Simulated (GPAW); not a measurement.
# BAs (F-43m) in GPAW: convergence with plane-wave cutoff (eV)

Aim: find how far plane-wave cutoff (eV) must go before the results for BAs settle, at PBE. This setting moves, with any that are tied to it; all else stays.

Program: GPAW 26.7.0. These are calculated values, not measurements. Logs are shortened: lines on timing, memory, paths and dates and some standing lists are left out, and cuts for length are marked. The log counts tension as positive stress, the text compression.

### Step 1. The structure

The structure is cubic, space group F-43m (No. 216). The conventional cell has a = 4.777 Å, b = 4.777 Å, c = 4.777 Å, α = 90.00°, β = 90.00°, γ = 90.00°. As (site symmetry -43m) has 4 B at 2.07 Å as nearest neighbours. B (site symmetry -43m) is surrounded by 4 As at 2.07 Å.

### Step 2. With plane-wave cutoff (eV) 300

run.py reads:

```python
from ase.dft.bandgap import bandgap
from ase.io import read, write
from ase.units import GPa
from gpaw import GPAW, PW

atoms = read('POSCAR')

calc = GPAW(mode=PW(300),
            xc='PBE',
            kpts={'size': (10, 10, 10), 'gamma': True},
            occupations={'name': 'fermi-dirac', 'width': 0.05},
            nbands=11,
            convergence={'density': 1e-05, 'energy': 1e-05},
            maxiter=100,
            txt='gpaw.txt')
atoms.calc = calc
energy = atoms.get_potential_energy()
forces = atoms.get_forces()
stress = atoms.get_stress()
calc.write('gs.gpw')
write('result.traj', atoms)
print(f'Energy: {energy:.6f} eV')
print('Forces (eV/A):')
print(forces.round(4))
print('Stress (GPa):', (stress / GPa).round(3))
print('Fermi level:', round(calc.get_fermi_level(), 4), 'eV')
print(f'Gap: {bandgap(calc)[0]:.4f} eV, direct: {bandgap(calc, direct=True)[0]:.4f} eV')
```

POSCAR reads:

```
BAs
1.0
    0.0000000000      2.3885000000      2.3885000000
    2.3885000000      0.0000000000      2.3885000000
    2.3885000000      2.3885000000      0.0000000000
As B
1 1
Direct
    0.7500000000      0.7500000000      0.7500000000
    0.0000000000      0.0000000000      0.0000000000
```

Potentials or basis: GPAW PAW data sets (gpaw-data 1.2.1), pw.

Launch:

```console
> OMP_NUM_THREADS=1 python run.py
```

gpaw.txt:

```text
__  _  _
 | _ |_)|_||  |
 |__||  | ||/\| - 26.7.0

Input parameters:
  mode=PW(ecut=300.0),
  convergence={'density': 1e-05, 'energy': 1e-05},
  kpts=MonkhorstPack(size=(10, 10, 10), gamma=True),
  maxiter=100,
  nbands=11,
  occupations=Occupations(name='fermi-dirac', width=0.05),
  xc=XC(name='PBE')

Diagonalizing LCAO Hamiltonian
Converting LCAO to pw mode

                   As

       B

Atoms  # Å, Bohr magnetons
|   | symbol |        x |        y |        z |    initial magnetic moments |
|---|--------|----------|----------|----------|-----------------------------|
| 0 |     As | 3.582750 | 3.582750 | 3.582750 | ( 0.0000,  0.0000,  0.0000) |
| 1 |      B | 0.000000 | 0.000000 | 0.000000 | ( 0.0000,  0.0000,  0.0000) |

Unit cell  # Å
| periodic |        x |        y |        z |  lengths |    angles |
|----------|----------|----------|----------|----------|-----------|
|      yes | 0.000000 | 2.388500 | 2.388500 | 3.377849 | 60.000000 |
|      yes | 2.388500 | 0.000000 | 2.388500 | 3.377849 | 60.000000 |
|      yes | 2.388500 | 2.388500 | 0.000000 | 3.377849 | 60.000000 |

Number of symmetries: 24
Symmetry operations  # r_c * U_cc + t_c -> r_c
|    | kind |            matrix            |
|----|------|------------------------------|
|  0 |  E   |  1, 0, 0,  0, 1, 0,  0, 0, 1 |
|  1 |  σ   |  1, 0, 0,  0, 0, 1,  0, 1, 0 |
|  2 |  σ   |  1, 0,-1,  0, 1,-1,  0, 0,-1 |
|  3 |  C3  |  1, 0,-1,  0, 0,-1,  0, 1,-1 |
|  4 |  C3  |  1,-1, 0,  0,-1, 1,  0,-1, 0 |
|  5 |  σ   |  1,-1, 0,  0,-1, 0,  0,-1, 1 |
|  6 |  σ   |  0, 1, 0,  1, 0, 0,  0, 0, 1 |
|  7 |  C3  |  0, 1, 0,  0, 0, 1,  1, 0, 0 |
|  8 |  C2  |  0, 1,-1,  1, 0,-1,  0, 0,-1 |
|  9 |  S4  |  0, 1,-1,  0, 0,-1,  1, 0,-1 |
| 10 |  C3  |  0, 0, 1,  1, 0, 0,  0, 1, 0 |
| 11 |  σ   |  0, 0, 1,  0, 1, 0,  1, 0, 0 |
| 12 |  S4  |  0, 0,-1,  1, 0,-1,  0, 1,-1 |
| 13 |  C3  |  0, 0,-1,  0, 1,-1,  1, 0,-1 |
| 14 |  S4  |  0,-1, 1,  1,-1, 0,  0,-1, 0 |
| 15 |  C2  |  0,-1, 1,  0,-1, 0,  1,-1, 0 |
| 16 |  C3  |  0,-1, 0,  1,-1, 0,  0,-1, 1 |
| 17 |  S4  |  0,-1, 0,  0,-1, 1,  1,-1, 0 |
| 18 |  S4  | -1, 1, 0, -1, 0, 1, -1, 0, 0 |
| 19 |  C3  | -1, 1, 0, -1, 0, 0, -1, 0, 1 |
| 20 |  C3  | -1, 0, 1, -1, 1, 0, -1, 0, 0 |
| 21 |  S4  | -1, 0, 1, -1, 0, 0, -1, 1, 0 |
| 22 |  σ   | -1, 0, 0, -1, 1, 0, -1, 0, 1 |
| 23 |  C2  | -1, 0, 0, -1, 0, 1, -1, 1, 0 |

BZ-sampling:
  Number of BZ points: 1000
  Number of IBZ points: 47

  Monkhorst-Pack size: [10, 10, 10]
  Monkhorst-Pack shift: [0.05, 0.05, 0.05]

K-points  # in reciprocal-cell coordinates
|     |                                coordinates |     weight |
|-----|--------------------------------------------|------------|
|   0 | (  0.00000000,   0.00000000,   0.00000000) | 0.00100000 |
|   1 | (  0.10000000,   0.10000000,   0.00000000) | 0.00600000 |
|   2 | (  0.10000000,   0.10000000,   0.10000000) | 0.00800000 |
|   3 | (  0.20000000,   0.10000000,   0.10000000) | 0.01200000 |
|   4 | (  0.20000000,   0.20000000,   0.00000000) | 0.00600000 |
|   5 | (  0.20000000,   0.20000000,   0.10000000) | 0.02400000 |
|   6 | (  0.20000000,   0.20000000,   0.20000000) | 0.00800000 |
|   7 | (  0.30000000,   0.20000000,   0.10000000) | 0.02400000 |
|   8 | (  0.30000000,   0.20000000,   0.20000000) | 0.02400000 |
|   9 | (  0.30000000,   0.30000000,   0.00000000) | 0.00600000 |
| ... |                                            |            |
|  46 | (  0.50000000,   0.50000000,   0.50000000) | 0.00400000 |

Plane wave coefficients: 332
Cutoff: 300.0 eV

Spin-components: 1 (collinear spins)
Bands:           11
Projectors:      10
Spin-degeneracy: 2
Datatype:        complex128

Parallelization:
  kpt:    1
  domain: 1
  band:   1

Density:
  Valence electrons: 8.0
  Components: 1
  Grid points: [14 14 14]
  Charge: 0.0  # |e|

Potential:
  Grid points: [14 14 14]

species:
  As:
    name:    Arsenic
    Z:       33.0
    valence: 5
    core:    28
    charge:  0.0  # [|e|]
    compensation charges:
      type: gauss
      rc: 0.33  # [Å]
      lmax: 2
    cutoffs:
      filter: 1.87  # [Å]
      core: 2.96  # [Å]
    projectors
    | kind |    occ | energy [eV] | rcut [Å] |
    |------|--------|-------------|----------|
    |   4s |  2.000 |     -14.487 |    1.058 |
    |   4p |  3.000 |      -5.196 |    1.058 |
    |    s |        |      12.725 |    1.058 |
    |    p |        |      22.016 |    1.058 |
    |    d |        |       0.000 |    1.058 |

    Using partial waves for As as LCAO basis

  B:
    name:    Boron
    Z:       5.0
    valence: 3
    core:    2
    charge:  0.0  # [|e|]
    compensation charges:
      type: gauss
      rc: 0.20  # [Å]
      lmax: 2
    cutoffs:
      filter: 1.14  # [Å]
      core: 1.38  # [Å]
    projectors
    | kind |    occ | energy [eV] | rcut [Å] |
    |------|--------|-------------|----------|
    |   2s |  2.000 |      -9.443 |    0.635 |
    |   2p |  1.000 |      -3.606 |    0.635 |
    |    s |        |      17.768 |    0.635 |
    |    p |        |      23.605 |    0.635 |
    |    d |        |       0.000 |    0.635 |

    Using partial waves for B as LCAO basis

Reference energy: -62172.463167  # eV

eigensolver:
  PPCG
  Converge bands: occupied
  niter=2

density mixing:
  MSR1-Mixer
  Pratt-step length: 0.05
  Maximum mixing coefficient: 0.75
  Old densities: 10
  SVD Regularization: 0.005
  Good broyden scale: 1.0
  Trust region scale: 1.0
  Backstep threshold: 4.0
  History deletion threshold: 6.0
  Fourier metric: weight=20.0, sigma=0.015

occupation numbers:
  Fermi-Dirac:
    width: 0.0500  # eV

poisson solver:
  ecut: 2400.0  # eV

xc functional:
  name: PBE with 2 nearest neighbor stencil

convergence criteria:
- Maximum integral of absolute [dens]ity change: 1e-05 electrons / valence electron
- Maximum [total energy] change in last 3 cyles: 1e-05 eV / valence electron
- Maximum integral of absolute [eigenst]ate change: 4e-08 eV^2 / valence electron
maximum number of iterations: 100

SCF iterations
|iter     | |      energy | eigst |  dens |
|---------|-|-------------|-------|-------|
|iter:   1| |  -11.778364 | -0.31 |       |
|iter:   2| |  -11.670877 | -2.83 | -0.73 |
|iter:   3| |  -11.244840 | -1.85 | -0.77 |
|iter:   4| |  -11.242513 | -3.28 | -1.45 |
|iter:   5| |  -11.242874 | -4.21 | -1.90 |
|iter:   6| |  -11.242897 | -5.88 | -2.67 |
|iter:   7| |  -11.242897c| -7.60c| -3.60 |
|iter:   8| |  -11.242897c| -8.00c| -4.10 |
|iter:   9| |  -11.242897c| -9.26c| -5.42c|

Converged in 9 steps
Energy contributions relative to reference atoms: (reference = -62172.463167)

Energy contributions:
  Kinetic:          19.518669
  Coulomb:         -17.141361
  Zero:              0.004611
  External:          0.000000
  Xc:              -13.624815
  Entropy:          -0.000000
  Spinorbit:         0.000000
  ----------------------------
  Free energy:     -11.242897
  Extrapolated:    -11.242897

dipole moment: (-3.195841, -3.195841, -3.195841)  # |e|*Ang

Fermi level: 8.562
Eigenvalues  # (at kpt = [0.000, 0.000, 0.000])
| band index |      eig [eV] | occ [0-2] |
|------------|---------------|-----------|
|          0 |        -7.417 |     2.000 |
|          1 |         7.993 |     2.000 |
|          2 |         7.993 |     2.000 |
|          3 |         7.993 |     2.000 |
|          4 |        11.284 |     0.000 |
|          5 |        11.284 |     0.000 |
|          6 |        11.284 |     0.000 |
|          7 |        12.690 |     0.000 |
|          8 |        17.626 |     0.000 |
|          9 |        21.063 |     0.000 |
|         10 |        21.064 |     0.000 |

Gap: 1.172 eV
Transition (v -> c):
  (s=0, k=0, n=3, [0.00, 0.00, 0.00]) -> (s=0, k=24, n=4, [0.40, 0.40, 0.00])
Direct/indirect transitions are different
Direct gap: 3.291 eV
Transition at: (s=0, k=0, n=3, [0.00, 0.00, 0.00])

Forces  # eV/Ang
|        x |        y |       z |
|----------|----------|---------|
| -0.00000 | -0.00000 | 0.00000 |  # As   0
|  0.00000 | -0.00000 | 0.00000 |  # B    1

Stress tensor  # eV/Ang^3
|         x |         y |         z |
|-----------|-----------|-----------|
| -0.002725 | -0.000000 |  0.000000 |
| -0.000000 | -0.002725 | -0.000000 |
|  0.000000 | -0.000000 | -0.002725 |

# Writing to gs.gpw (mode='')
```

Wall time 5.3 s (1 thread of Arm Neoverse V1, shared host); peak memory 0.12 GiB.

Results:

- Free energy: -11.2429 eV
- Pressure: 0.4 GPa
- Band gap on the k mesh: 1.17 eV, indirect (least direct gap 3.29 eV)

### Step 3. With plane-wave cutoff (eV) 350

Changes to run.py since step 2:

```diff
@@ -7,3 +7,3 @@
 
-calc = GPAW(mode=PW(300),
+calc = GPAW(mode=PW(350),
             xc='PBE',
```

POSCAR is that of step 2.

Potentials or basis: GPAW PAW data sets (gpaw-data 1.2.1), pw.

Launch:

```console
> OMP_NUM_THREADS=1 python run.py
```

It took 5.7 s on 1 thread of Arm Neoverse V1, shared host; peak memory 0.12 GiB.

Results:

```
Free energy            : -11.3383 eV
Pressure               : 1.9 GPa
Band gap on the k mesh : 1.18 eV, indirect (least direct gap 3.29 eV)
```

### Step 4. With plane-wave cutoff (eV) 400

Changes to run.py since step 3:

```diff
@@ -7,3 +7,3 @@
 
-calc = GPAW(mode=PW(350),
+calc = GPAW(mode=PW(400),
             xc='PBE',
```

POSCAR is that of step 3.

Launch:

```console
> OMP_NUM_THREADS=1 python run.py
```

Wall time 5.8 s (1 thread of Arm Neoverse V1, shared host); peak memory 0.13 GiB.

Results:

```
Free energy            : -11.3777 eV
Pressure               : 2.7 GPa
Band gap on the k mesh : 1.18 eV, indirect (least direct gap 3.29 eV)
```

### Step 5. With plane-wave cutoff (eV) 500

Changes to run.py since step 4:

```diff
@@ -7,3 +7,3 @@
 
-calc = GPAW(mode=PW(400),
+calc = GPAW(mode=PW(500),
             xc='PBE',
```

POSCAR is that of step 4.

Launch:

```console
> OMP_NUM_THREADS=1 python run.py
```

Run time: 9.5 s. Hardware: 1 thread of Arm Neoverse V1, shared host; peak memory 0.13 GiB.

What came out:

| Item | Value |
| --- | --- |
| Free energy | -11.3942 eV |
| Pressure | 3.3 GPa |
| Band gap on the k mesh | 1.18 eV, indirect (least direct gap 3.29 eV) |

### Step 6. With plane-wave cutoff (eV) 600

Changes to run.py since step 5:

```diff
@@ -7,3 +7,3 @@
 
-calc = GPAW(mode=PW(500),
+calc = GPAW(mode=PW(600),
             xc='PBE',
```

POSCAR is that of step 5.

Potentials or basis: GPAW PAW data sets (gpaw-data 1.2.1), pw.

Launch:

```console
> OMP_NUM_THREADS=1 python run.py
```

Run time: 8.7 s. Hardware: 1 thread of Arm Neoverse V1, shared host; peak memory 0.14 GiB.

Results (log left out):

```yaml
Free_energy: -11.3975 eV
Pressure: 3.3 GPa
Band_gap_on_the_k_mesh: 1.18 eV, indirect (least direct gap 3.29 eV)
```

### Step 7. With plane-wave cutoff (eV) 700

Changes to run.py since step 6:

```diff
@@ -7,3 +7,3 @@
 
-calc = GPAW(mode=PW(600),
+calc = GPAW(mode=PW(700),
             xc='PBE',
```

POSCAR is that of step 6.

Launch:

```console
> OMP_NUM_THREADS=1 python run.py
```

It took 14 s on 1 thread of Arm Neoverse V1, shared host; peak memory 0.15 GiB.

The run converged. Its results:

```
Free energy            : -11.4016 eV
Pressure               : 3.3 GPa
Band gap on the k mesh : 1.18 eV, indirect (least direct gap 3.29 eV)
```

### Step 8. With plane-wave cutoff (eV) 800

Changes to run.py since step 7:

```diff
@@ -7,3 +7,3 @@
 
-calc = GPAW(mode=PW(700),
+calc = GPAW(mode=PW(800),
             xc='PBE',
```

POSCAR is that of step 7.

Launch:

```console
> OMP_NUM_THREADS=1 python run.py
```

It took 16 s on 1 thread of Arm Neoverse V1, shared host; peak memory 0.16 GiB.

The run converged. Its results:

```yaml
Free_energy: -11.4056 eV
Pressure: 3.3 GPa
Band_gap_on_the_k_mesh: 1.18 eV, indirect (least direct gap 3.29 eV)
```

### Step 9. With plane-wave cutoff (eV) 1000

Changes to run.py since step 8:

```diff
@@ -7,3 +7,3 @@
 
-calc = GPAW(mode=PW(800),
+calc = GPAW(mode=PW(1000),
             xc='PBE',
```

POSCAR is that of step 8.

Potentials or basis: GPAW PAW data sets (gpaw-data 1.2.1), pw.

Launch:

```console
> OMP_NUM_THREADS=1 python run.py
```

Wall time 16 s (1 thread of Arm Neoverse V1, shared host); peak memory 0.17 GiB.

Results (log left out):

```
Free energy            : -11.4104 eV
Pressure               : 3.3 GPa
Band gap on the k mesh : 1.18 eV, indirect (least direct gap 3.29 eV)
```

### Step 10. With plane-wave cutoff (eV) 1200

Changes to run.py since step 9:

```diff
@@ -7,3 +7,3 @@
 
-calc = GPAW(mode=PW(1000),
+calc = GPAW(mode=PW(1200),
             xc='PBE',
```

POSCAR is that of step 9.

Launch:

```console
> OMP_NUM_THREADS=1 python run.py
```

Run time: 25 s. Hardware: 1 thread of Arm Neoverse V1, shared host; peak memory 0.19 GiB.

It converged, with:

* Free energy: -11.4117 eV
* Pressure: 3.4 GPa
* Band gap on the k mesh: 1.18 eV, indirect (least direct gap 3.29 eV)

### Step 11. The series at a glance

| plane-wave cutoff (eV) | energy less the tightest run, at zero smearing (meV/atom) | pressure (GPa) | gap on the mesh (eV) | SCF cycles | CPU time (s) | peak memory (GiB) |
| --- | --- | --- | --- | --- | --- | --- |
| 300 | 84.39 | 0.44 | 1.172 | 9 | 5.2 | 0.12 |
| 350 | 36.67 | 1.85 | 1.178 | 9 | 5.6 | 0.12 |
| 400 | 17.00 | 2.75 | 1.184 | 9 | 5.8 | 0.13 |
| 500 | 8.72 | 3.31 | 1.184 | 9 | 9.5 | 0.13 |
| 600 | 7.09 | 3.32 | 1.183 | 9 | 8.6 | 0.14 |
| 700 | 5.06 | 3.28 | 1.183 | 9 | 14 | 0.15 |
| 800 | 3.04 | 3.28 | 1.182 | 9 | 16 | 0.16 |
| 1000 | 0.66 | 3.33 | 1.182 | 9 | 16 | 0.17 |
| 1200 | 0.00 | 3.37 | 1.182 | 9 | 25 | 0.19 |

Against the tightest run, the energy stays within 1 meV/atom from 1000 on; the pressure stays within 0.1 GPa from 500 on; the gap on the mesh stays within 0.01 eV from 300 on. The tightest run that finished is the yardstick and may itself not be fully converged.
